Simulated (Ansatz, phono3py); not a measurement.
# Scattering channels in AlAs (F-43m), one at a time, part 4 of 4

Aim: with force constants in hand, see how mesh, solver, isotopes and boundaries change the conductivity of AlAs.

Measurements to reproduce:
- thermal conductivity 98 W/m/K near room temperature (given in “Combining the AFLOW GIBBS and Elastic Libraries to efficiently and robustly screen thermo-mechanical properties of solids”, 2017, arXiv:1611.05714)

phono3py 4.10.0; DFT LDA, scalar-relativistic, plane waves, PAW; PAW set soft_1; phono3py on Ansatz's force constants.

So far, κ at 300 K (W/m/K): step 2 (relaxation-time solution) 87.5; step 13 (boundary mean free path 1 micrometre) 63.4; step 15 (solver RTA with coherences (SMM19)) 87.8; step 16 (delta function Gaussian, sigma 0.03 THz) 87.3; step 17 (delta function Gaussian, sigma 0.4 THz) 75.8.

**19. Without the dipole term, third order supercell 3×3×3, supercell 6×6×6**

Dropping the dipole term tests how much its part of the interpolation matters for κ.

Input file phono3py.yaml:

```yaml
phono3py:
  version: "4.10.0"
  frequency_unit_conversion_factor: 15.633302
  symmetry_tolerance: 1.00000e-05

physical_unit:
  atomic_mass: "AMU"
  length: "angstrom"

space_group:
  type: "F-43m"
  number: 216
  Hall_symbol: "F -4 2 3"

primitive_matrix:
- [  1.000000000000000,  0.000000000000000,  0.000000000000000 ]
- [  0.000000000000000,  1.000000000000000,  0.000000000000000 ]
- [  0.000000000000000,  0.000000000000000,  1.000000000000000 ]

supercell_matrix:
- [   3,   0,   0 ]
- [   0,   3,   0 ]
- [   0,   0,   3 ]

# [primitive_cell block left out]
unit_cell:
  lattice:
  - [     0.000000000000000,     2.814436708000000,     2.814436708000000 ] # a
  - [     2.814436708000000,     0.000000000000000,     2.814436708000000 ] # b
  - [     2.814436708000000,     2.814436708000000,     0.000000000000000 ] # c
  points:
  - symbol: Al # 1
    coordinates: [  0.000000000000000,  0.000000000000000,  0.000000000000000 ]
    mass: 26.981538
    reduced_to: 1
  - symbol: As # 2
    coordinates: [  0.250000000000000,  0.250000000000000,  0.250000000000000 ]
    mass: 74.921595
    reduced_to: 2

# [supercell block left out]
phonon_supercell_matrix:
- [   6,   0,   0 ]
- [   0,   6,   0 ]
- [   0,   0,   6 ]

# [phonon_primitive_cell block left out]
# [phonon_supercell block left out]
nac:
  born_effective_charge:
  - # 1 (Al)
    - [  2.148050714916756,  0.000000000000000,  0.000000000000000 ]
    - [  0.000000000000000,  2.148050714916756,  0.000000000000000 ]
    - [  0.000000000000000,  0.000000000000000,  2.148050714916756 ]
  - # 2 (As)
    - [ -2.148050714916756,  0.000000000000000,  0.000000000000000 ]
    - [  0.000000000000000, -2.148050714916756,  0.000000000000000 ]
    - [  0.000000000000000,  0.000000000000000, -2.148050714916756 ]
  dielectric_constant:
    - [  9.438149174788510,  0.000000000000000,  0.000000000000000 ]
    - [  0.000000000000000,  9.438149174788506,  0.000000000000000 ]
    - [  0.000000000000000,  0.000000000000000,  9.438149174788510 ]
  unit_conversion_factor: 14.399645
```

On the command line:

```bash
phono3py phono3py.yaml --mesh 19 19 19 --br --isotope --nonac --ts 100 300 600
```

Output:

```text
Rust backend (phonors) using rayon (8 threads).
Running in phono3py.load mode.
Spglib version 2.8.0
----------------------------- General settings -----------------------------
Run mode: conductivity-RTA
HDF5 data compression filter: gzip
Crystal structure was read from "phono3py.yaml".
Supercell (dim): [3 3 3]
Phonon supercell (dim-fc2): [6 6 6]
Primitive matrix:
  [1. 0. 0.]
  [0. 1. 0.]
  [0. 0. 1.]
Spacegroup: F-43m (216)
Use -v option to watch primitive cell, unit cell, and supercell structures.
fc3 was read from "fc3.hdf5".
fc2 was read from "fc2.hdf5".
----------------------------- Force constants ------------------------------
Max drift of fc3: 0.00000000 (zzz) 0.00000000 (zzz) 0.00000000 (zzz)
Max drift of fc2: 0.00000000 (yy) 0.00000000 (yy)
--------------------------- Calculation settings ---------------------------
BZ integration: Tetrahedron-method
Temperature:  100.0  300.0  600.0
Cutoff frequency: 0.01
Mesh sampling: [ 19 19 19 ]
Generating grid system ... [ 19 19 19 ]
fc3-r2q-transformation over three atoms: True
--------------------------- Phonon calculations ----------------------------
Running harmonic phonon calculations...
-------------------- Lattice thermal conductivity (RTA) --------------------
Running heat capacity calculations...
Running velocity calculations...
Running isotope scattering calculations with tetrahedron method...
======================= Grid point 0 (1/220) =======================
q-point: ( 0.00  0.00  0.00)
Boundary mean free path (millimeter): 1000.000
Mass variance parameters: 0.00e+00 0.00e+00
Number of triplets: 220
Frequency     group velocity (x, y, z)     |gv|
  -0.000   (   0.000    0.000    0.000)    0.000
  -0.000   (   0.000    0.000    0.000)    0.000
   0.000   (   0.000    0.000    0.000)    0.000
  10.749   (   0.000    0.000    0.000)    0.000
  10.749   (   0.000    0.000   -0.000)    0.000
  10.749   (  -0.000    0.000    0.000)    0.000
======================= Grid point 1 (2/220) =======================
q-point: ( 0.05  0.00  0.00)
Boundary mean free path (millimeter): 1000.000
Mass variance parameters: 0.00e+00 0.00e+00
Number of triplets: 670
Frequency     group velocity (x, y, z)     |gv|
   0.471   ( -16.519   16.519   16.519)   28.612
   0.471   ( -16.519   16.519   16.519)   28.612
   1.005   ( -35.553   35.553   35.553)   61.579
  10.732   (   1.203   -1.203   -1.203)    2.084
  10.732   (   1.203   -1.203   -1.203)    2.084
  10.936   ( -12.282   12.282   12.282)   21.273
[217 grid points left out]
======================= Grid point 1647 (220/220) =======================
q-point: (-0.26  0.47  0.21)
Boundary mean free path (millimeter): 1000.000
Mass variance parameters: 0.00e+00 0.00e+00
Number of triplets: 1810
Frequency     group velocity (x, y, z)     |gv|
   3.639   (   9.495    4.301   -0.000)   10.424
   3.950   (  -4.860    1.307    0.000)    5.032
   5.815   (   0.406   -2.207    0.000)    2.244
  10.025   (   5.020   -0.156   -0.000)    5.023
  10.118   (  -3.337    5.540   -0.000)    6.468
  10.259   (  -4.124   -8.639    0.000)    9.573
=================== End of collection of collisions ===================
----------- Thermal conductivity (W/m-k) with tetrahedron method -----------
#  T(K)        xx         yy         zz         yz         xz         xy
  100.0     368.301    368.301    368.301     -0.000      0.000      0.000
  300.0      89.423     89.423     89.423     -0.000      0.000      0.000
  600.0      43.501     43.501     43.501     -0.000      0.000      0.000

Thermal conductivity related properties were written into
"kappa-m191919.hdf5".
Summary of calculation was written in "phono3py.yaml".
```

Run time: 27 s. Hardware: 8 threads of Arm Neoverse V1, shared host; peak memory 0.23 GiB; 3.1 min of CPU time.

This step gave:

* κ at 300 K: 89.42 W/m/K
* κ xx, yy, zz at 300 K: 89.42, 89.42, 89.42 W/m/K

W/m/K. Kappa, by row:

| T (K) | xx | yy | zz | yz | xz | xy |
| --- | --- | --- | --- | --- | --- | --- |
| 100 | 368.3 | 368.3 | 368.3 | 0 | 0 | 0 |
| 300 | 89.42 | 89.42 | 89.42 | 0 | 0 | 0 |
| 600 | 43.5 | 43.5 | 43.5 | 0 | 0 | 0 |

κ at 300 K goes from 87.5 to 89.4 W/(m K). Only the interpolation between the solved wavevectors changes, and the fewer these are, the more it matters.

**20. A changed mass, third order supercell 3×3×3, supercell 6×6×6**

Changing one mass at fixed force constants separates the effect of mass from that of bonding.

phono3py.yaml is that of step 19.

On the command line:

```bash
phono3py phono3py.yaml --mesh 19 19 19 --br --mass 13.491 74.922 --ts 100 300 600
```

Output:

```text
[banner, memory and clock lines left out]
Rust backend (phonors) using rayon (8 threads).
Running in phono3py.load mode.
Spglib version 2.8.0
----------------------------- General settings -----------------------------
Run mode: conductivity-RTA
HDF5 data compression filter: gzip
Crystal structure was read from "phono3py.yaml".
Supercell (dim): [3 3 3]
Phonon supercell (dim-fc2): [6 6 6]
Primitive matrix:
  [1. 0. 0.]
  [0. 1. 0.]
  [0. 0. 1.]
Spacegroup: F-43m (216)
Use -v option to watch primitive cell, unit cell, and supercell structures.
NAC parameters were read from "phono3py.yaml".
fc3 was read from "fc3.hdf5".
fc2 was read from "fc2.hdf5".
----------------------------- Force constants ------------------------------
Max drift of fc3: 0.00000000 (zzz) 0.00000000 (zzz) 0.00000000 (zzz)
Max drift of fc2: 0.00000000 (yy) 0.00000000 (yy)
--------------------------- Calculation settings ---------------------------
Non-analytical term correction (NAC): True
NAC unit conversion factor:  14.39964
BZ integration: Tetrahedron-method
Temperature:  100.0  300.0  600.0
Cutoff frequency: 0.01
Mesh sampling: [ 19 19 19 ]
Generating grid system ... [ 19 19 19 ]
fc3-r2q-transformation over three atoms: True
--------------------------- Phonon calculations ----------------------------
  PRB 50, 13035(R) (1994), PRB 55, 10355 (1997)
  G-cutoff distance: 1.17, Number of G-points: 307, Lambda: 0.37
Running harmonic phonon calculations...
-------------------- Lattice thermal conductivity (RTA) --------------------
Running heat capacity calculations...
Running velocity calculations...
======================= Grid point 0 (1/220) =======================
q-point: ( 0.00  0.00  0.00)
Boundary mean free path (millimeter): 1000.000
Number of triplets: 220
Frequency     group velocity (x, y, z)     |gv|
  -0.000   (   0.000    0.000    0.000)    0.000
   0.000   (   0.000    0.000    0.000)    0.000
   0.000   (   0.000    0.000    0.000)    0.000
  14.160   (   0.000    0.000    0.000)    0.000
  14.160   (   0.000    0.000   -0.000)    0.000
  14.160   (  -0.000    0.000   -0.000)    0.000
======================= Grid point 1 (2/220) =======================
q-point: ( 0.05  0.00  0.00)
Boundary mean free path (millimeter): 1000.000
Number of triplets: 670
Frequency     group velocity (x, y, z)     |gv|
   0.503   ( -17.678   17.678   17.678)   30.619
   0.503   ( -17.678   17.678   17.678)   30.619
   1.100   ( -38.537   38.537   38.537)   66.748
  14.136   (   1.658   -1.658   -1.658)    2.872
  14.136   (   1.658   -1.658   -1.658)    2.872
  15.596   (  -0.694    0.694    0.694)    1.203
[217 grid points left out]
======================= Grid point 1647 (220/220) =======================
q-point: (-0.26  0.47  0.21)
Boundary mean free path (millimeter): 1000.000
Number of triplets: 1810
Frequency     group velocity (x, y, z)     |gv|
   3.920   (  13.154    5.426   -0.000)   14.229
   4.191   (  -7.981    0.459    0.000)    7.994
   5.820   (   0.122   -2.267    0.000)    2.271
  13.150   (  -0.802    0.073    0.000)    0.805
  13.712   (  -0.255    7.367   -0.000)    7.372
  14.321   (  -2.101  -11.898    0.000)   12.082
=================== End of collection of collisions ===================
----------- Thermal conductivity (W/m-k) with tetrahedron method -----------
#  T(K)        xx         yy         zz         yz         xz         xy
  100.0     473.534    473.534    473.534     -0.000      0.000      0.000
  300.0     125.466    125.466    125.466     -0.000      0.000      0.000
  600.0      61.662     61.662     61.662     -0.000      0.000      0.000

Thermal conductivity related properties were written into
"kappa-m191919.hdf5".
Summary of calculation was written in "phono3py.yaml".
```

It took 23 s on 8 threads; peak memory 0.23 GiB; 2.7 min of CPU time.

Numbers from this step:

```
κ at 300 K            : 125.5 W/m/K
κ xx, yy, zz at 300 K : 125.5, 125.5, 125.5 W/m/K
```

W/m/K. Kappa, by row:

| T (K) | xx | yy | zz | yz | xz | xy |
| --- | --- | --- | --- | --- | --- | --- |
| 100 | 473.5 | 473.5 | 473.5 | 0 | 0 | 0 |
| 300 | 125.5 | 125.5 | 125.5 | 0 | 0 | 0 |
| 600 | 61.66 | 61.66 | 61.66 | 0 | 0 | 0 |

Without isotope scattering in either run, κ at 300 K goes from 87.5 to 126 W/(m K).

**21. Mass disorder, third order supercell 3×3×3, supercell 6×6×6**

A typed mass variance takes the place of the natural one on the sites of one element, as a model of more or less disorder.

phono3py.yaml is that of step 20.

On the command line:

```bash
phono3py phono3py.yaml --mesh 19 19 19 --br --isotope --mv 0 0.1 --ts 100 150 200 300 400 500 600 800
```

Output:

```text
[banner, memory and clock lines left out]
Rust backend (phonors) using rayon (8 threads).
Running in phono3py.load mode.
Spglib version 2.8.0
----------------------------- General settings -----------------------------
Run mode: conductivity-RTA
HDF5 data compression filter: gzip
Crystal structure was read from "phono3py.yaml".
Supercell (dim): [3 3 3]
Phonon supercell (dim-fc2): [6 6 6]
Primitive matrix:
  [1. 0. 0.]
  [0. 1. 0.]
  [0. 0. 1.]
Spacegroup: F-43m (216)
Use -v option to watch primitive cell, unit cell, and supercell structures.
NAC parameters were read from "phono3py.yaml".
fc3 was read from "fc3.hdf5".
fc2 was read from "fc2.hdf5".
----------------------------- Force constants ------------------------------
Max drift of fc3: 0.00000000 (zzz) 0.00000000 (zzz) 0.00000000 (zzz)
Max drift of fc2: 0.00000000 (yy) 0.00000000 (yy)
--------------------------- Calculation settings ---------------------------
Non-analytical term correction (NAC): True
NAC unit conversion factor:  14.39964
BZ integration: Tetrahedron-method
Temperature:  100.0  150.0  200.0  300.0  400.0 ... 800.0
Cutoff frequency: 0.01
Mesh sampling: [ 19 19 19 ]
Generating grid system ... [ 19 19 19 ]
fc3-r2q-transformation over three atoms: True
--------------------------- Phonon calculations ----------------------------
  PRB 50, 13035(R) (1994), PRB 55, 10355 (1997)
  G-cutoff distance: 1.17, Number of G-points: 307, Lambda: 0.37
Running harmonic phonon calculations...
-------------------- Lattice thermal conductivity (RTA) --------------------
Running heat capacity calculations...
Running velocity calculations...
Running isotope scattering calculations with tetrahedron method...
======================= Grid point 0 (1/220) =======================
q-point: ( 0.00  0.00  0.00)
Boundary mean free path (millimeter): 1000.000
Mass variance parameters: 0.00e+00 1.00e-01
Number of triplets: 220
Frequency     group velocity (x, y, z)     |gv|
  -0.000   (   0.000    0.000    0.000)    0.000
  -0.000   (   0.000    0.000    0.000)    0.000
  -0.000   (   0.000    0.000    0.000)    0.000
  10.749   (   0.000    0.000    0.000)    0.000
  10.749   (   0.000    0.000    0.000)    0.000
  10.749   (   0.000    0.000   -0.000)    0.000
======================= Grid point 1 (2/220) =======================
q-point: ( 0.05  0.00  0.00)
Boundary mean free path (millimeter): 1000.000
Mass variance parameters: 0.00e+00 1.00e-01
Number of triplets: 670
Frequency     group velocity (x, y, z)     |gv|
   0.469   ( -16.473   16.473   16.473)   28.531
   0.469   ( -16.473   16.473   16.473)   28.531
   1.026   ( -36.045   36.045   36.045)   62.431
  10.730   (   1.355   -1.355   -1.355)    2.347
  10.730   (   1.355   -1.355   -1.355)    2.347
  11.824   (   0.618   -0.618   -0.618)    1.071
[217 grid points left out]
======================= Grid point 1647 (220/220) =======================
q-point: (-0.26  0.47  0.21)
Boundary mean free path (millimeter): 1000.000
Mass variance parameters: 0.00e+00 1.00e-01
Number of triplets: 1810
Frequency     group velocity (x, y, z)     |gv|
   3.641   (  10.204    4.465   -0.000)   11.138
   3.959   (  -5.456    1.110    0.000)    5.567
   5.819   (   0.378   -2.165    0.000)    2.198
  10.023   (   4.693   -0.372   -0.000)    4.707
  10.117   (  -3.032    5.741   -0.000)    6.492
  10.260   (  -4.224   -8.706    0.000)    9.677
=================== End of collection of collisions ===================
----------- Thermal conductivity (W/m-k) with tetrahedron method -----------
#  T(K)        xx         yy         zz         yz         xz         xy
  100.0      11.225     11.225     11.225     -0.000     -0.000      0.000
  150.0       9.474      9.474      9.474     -0.000     -0.000      0.000
  200.0       8.376      8.376      8.376     -0.000     -0.000      0.000
  300.0       7.066      7.066      7.066     -0.000     -0.000      0.000
  400.0       6.270      6.270      6.270     -0.000     -0.000      0.000
  500.0       5.710      5.710      5.710     -0.000     -0.000      0.000
  600.0       5.284      5.284      5.284     -0.000     -0.000      0.000
  800.0       4.663      4.663      4.663     -0.000     -0.000      0.000

Thermal conductivity related properties were written into
"kappa-m191919.hdf5".
Summary of calculation was written in "phono3py.yaml".
```

Run time: 27 s. Hardware: 8 threads; peak memory 0.23 GiB; 3 min of CPU time.

This step gave:

- κ at 300 K: 7.066 W/m/K
- κ xx, yy, zz at 300 K: 7.066, 7.066, 7.066 W/m/K

W/m/K. Kappa, by row:

| T (K) | xx | yy | zz | yz | xz | xy |
| --- | --- | --- | --- | --- | --- | --- |
| 100 | 11.23 | 11.23 | 11.23 | 0 | 0 | 0 |
| 150 | 9.474 | 9.474 | 9.474 | 0 | 0 | 0 |
| 200 | 8.376 | 8.376 | 8.376 | 0 | 0 | 0 |
| 300 | 7.066 | 7.066 | 7.066 | 0 | 0 | 0 |
| 400 | 6.27 | 6.27 | 6.27 | 0 | 0 | 0 |
| 500 | 5.71 | 5.71 | 5.71 | 0 | 0 | 0 |
| 600 | 5.284 | 5.284 | 5.284 | 0 | 0 | 0 |
| 800 | 4.663 | 4.663 | 4.663 | 0 | 0 | 0 |

κ at 300 K goes from 87.5 in the base run to 7.07 W/(m K).

**22. A faulty attempt, third order supercell 3×3×3, supercell 6×6×6**

This input was changed on purpose, to see how the program answers.

phono3py.yaml is that of step 21.

On the command line:

```bash
phono3py phono3py.yaml --br --ts 300
```

Output:

```text
Rust backend (phonors) using rayon (8 threads).
Running in phono3py.load mode.
Spglib version 2.8.0
----------------------------- General settings -----------------------------
Run mode: conductivity-RTA
HDF5 data compression filter: gzip
Crystal structure was read from "phono3py.yaml".
Supercell (dim): [3 3 3]
Phonon supercell (dim-fc2): [6 6 6]
Primitive matrix:
  [1. 0. 0.]
  [0. 1. 0.]
  [0. 0. 1.]
Spacegroup: F-43m (216)
Use -v option to watch primitive cell, unit cell, and supercell structures.

Mesh numbers have to be specified.

  ___ _ __ _ __ ___  _ __
 / _ \ '__| '__/ _ \| '__|
|  __/ |  | | | (_) | |
 \___|_|  |_|  \___/|_|
```

Run time: 1.9 s. Hardware: 8 threads; peak memory 0.23 GiB.

The run ended with an error.

The fault put into the input: no mesh.

**23. What came out**

```json
{
 "κ at 300 K, RTA, natural isotopes, mesh 19×19×19": "87.5 W/m/K",
 "κ at 300 K, RTA, pure, mesh 19×19×19": "87.5 W/m/K",
 "κ at 300 K, with coherences, mesh 19×19×19": "87.8 W/m/K",
 "κ at 300 K, no dipole term, mesh 19×19×19": "89.4 W/m/K"
}
```

What this shows: On these constants κ of AlAs at 300 K is 87.5 W/(m K) in the base run, by relaxation time; smearing and coherences move that between 75.8 and 87.8. The full solution gives 87.6 W/(m K) (Ansatz's run on the same constants, with coherences). On the same constants and mesh Ansatz's figure, which includes its coherence part, and phono3py's, which doesn't, differ by up to 0.9 %; with phono3py's own coherence part added, which is defined differently, the largest difference is 0.39 %. The last step of the mesh series (17 to 23) moves κ at 300 K by +6.0 %, while the coarsest mesh gives 104 % of the densest value. Normal processes make 40 % of the three-phonon scattering at 300 K, weighting modes by their heat capacity. A boundary length of 0.01 µm leaves 7 % of κ at 300 K. A boundary length of 1 µm leaves 72 % of κ at 300 K. Scaling the mass of Al by 0.5 at fixed force constants, a model exercise, multiplies the isotope-free κ by 1.43. A mass variance of 0.1 on the As sites leaves 8 % of the base value. A measured thermal conductivity near room temperature is 98 W/m/K (arXiv:1611.05714); the calculated 87.6 W/m/K differs by -11 %. Missing scattering can't explain a value that is too low; the supercell, the cutoff, the meshes, the functional and the use of 0 K frequencies can. The PAW files were made for PBE and are used here under another functional, for which the program regenerates the frozen cores.

[Logs are printed without paths, hosts, clocks, repeated set-up lines and the standing remarks that a program may print on its own settings, such as how far it seeks lower states.]

[Hosts, paths, dates, database ids (printed as entryN), source tags and the programs' standing remarks are cut or masked in the printed files.]

[A step with changed settings may run another functional than the one named; its input shows which.]

[Pressures of single members of a volume series are the stress at the run's cutoff; with an incomplete basis they can lie off −dE/dV of the same runs, and they are not shown converged.]
